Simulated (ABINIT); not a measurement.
Wanted: the native input for an ABINIT 10.8.3 (patched build) run.

```yaml
Task: relaxation of cell and atoms
Functional: r2SCAN
Potentials_or_basis: JTH PAW PBE v2.0
Cutoff: 490 eV
k_mesh: 8 × 8 × 7
Occupations: fermi-dirac, width 0.05 eV
Spin: no spin polarisation
Cell_freedom_optcell: 2
Cutoff_smearing_ecutsm_Ha: 0.5
Optimiser_ionmov: 2
Force_stop_Ha/bohr: 5e-05
Fine-grid_cutoff: 979.61 eV
```

Crystal: TiB2.

```
Ti B
1.0
     3.02920    0.00000    0.00000
    -1.51460    2.62336    0.00000
     0.00000    0.00000    3.22840
Ti B
1 2
Direct
  0.00000 0.00000 0.00000
  0.66667 0.33333 0.50000
  0.33333 0.66667 0.50000
```

These files were run (other wordings do the same):

run.abi

```
# Pseudopotentials
pp_dirpath "./"
pseudos "Ti.GGA_PBE-JTH.xml, B.GGA_PBE-JTH.xml"

# Structure
acell 3.0292 3.0292 3.2284 Angstrom
rprim
     1.0000000000     0.0000000000     0.0000000000
    -0.5000000000     0.8660254038     0.0000000000
     0.0000000000     0.0000000000     1.0000000000
ntypat 2
znucl 22 5
natom 3
typat 1 2 2
xcart
     0.0000000000     0.0000000000     0.0000000000
     2.8621791886     1.6524799247     3.0503959104
    -0.0000000003     3.3049598498     3.0503959104
chkprim 0
chksymtnons 0
tolsym 1.0e-6

# Plane-wave basis
ecut 18.0
pawecutdg 36.0
pawovlp -1

# k points
kptopt 1
ngkpt 8 8 7
nshiftk 1
shiftk 0.0 0.0 0.0

# Exchange and correlation
ixc -497498
usekden 1
pawxcdev 0

# Bands and occupations
nband 13
occopt 3
tsmear 0.05 eV

# SCF cycle
nstep 100
tolvrs 1.0e-7

# Output
iomode 3
prtwf 0
prtden 0
prteig 0
prtebands 0
enunit 2

# Relaxation
ionmov 2
ntime 60
tolmxf 5.0e-5
optcell 2
dilatmx 1.08
ecutsm 0.5
```

Potentials or basis: JTH PAW PBE v2.0.

Command:

```bash
$ abinit run.abi > log 2>&1
```

Results of the run:

```
Relaxed volume                         : 8.53 Å³/atom
Relaxed cell                           : a = 3.028 Å, b = 3.028 Å, c = 3.222 Å, α = 90.00°, β = 90.00°, γ = 120.00°
Space group after relaxing (to 0.05 Å) : P6/mmm (No. 191)
Energy gained by relaxing              : 0.1 meV/atom
Ionic steps                            : 5
Pressure after relaxing                : 0.0 GPa
Band gap on the k mesh                 : none (metal or under the smearing width)
```

Caveat: the PAW data sets were made with another functional, which shifts forces and pressure a little; the atomic spheres overlap.

It took 2.7 min on 1 thread of Arm Neoverse V1, with other jobs on the host, peak memory 0.13 GiB.
